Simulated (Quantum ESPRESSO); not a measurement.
Crystal: SrTiO3.

```
Sr Ti O
1.0
     3.82828    0.00000    0.00000
     0.00000    3.82828    0.00000
     0.00000    0.00000    3.91524
Sr Ti O
1 1 3
Direct
  0.00000 0.00000 0.00000
  0.50000 0.50000 0.52000
  0.50000 0.50000 0.98200
  0.50000 0.00000 0.48800
  0.00000 0.50000 0.48800
```

The cell was built by a generator and isn't the measured one.

| Quantity | Value |
| --- | --- |
| Program | Quantum ESPRESSO 7.5 |
| Task | relaxation of the atoms |
| Functional | LDA |
| Potentials or basis | PseudoDojo 0.4.1 SR LDA standard |
| Cutoff | 1143 eV |
| Density cutoff | 4572 eV |
| k mesh | 6 × 6 × 6 |
| Occupations | gaussian, width 0.02 eV |
| Spin | no spin polarisation |

At the start: volume 11.48 Å³/atom.

Question: Where does the relaxation end?

Answer: Over 12 steps the energy falls by 4.3 meV/atom; space group P4mm (No. 99, to 0.05 Å).

Step by step:
```csv
step,energy change (eV),largest force (eV/Å)
1,0.0000,0.6271
2,-0.0127,0.3279
3,-0.0192,0.1248
4,-0.0202,0.0868
5,-0.0206,0.0717
6,-0.0208,0.0437
7,-0.0209,0.0311
8,-0.0210,0.0246
9,-0.0211,0.0326
10,-0.0212,0.0383
11,-0.0213,0.0291
12,-0.0213,0.0089
```

Final structure:
```
Sr Ti O
1.0
     3.82828    0.00000    0.00000
     0.00000    3.82828    0.00000
     0.00000    0.00000    3.91525
Sr Ti O
1 1 3
Cartesian
  0.0000 0.0000 0.0412
  1.9141 1.9141 2.0049
  1.9141 1.9141 3.8651
  1.9141 0.0000 1.8954
  0.0000 1.9141 1.8954
```
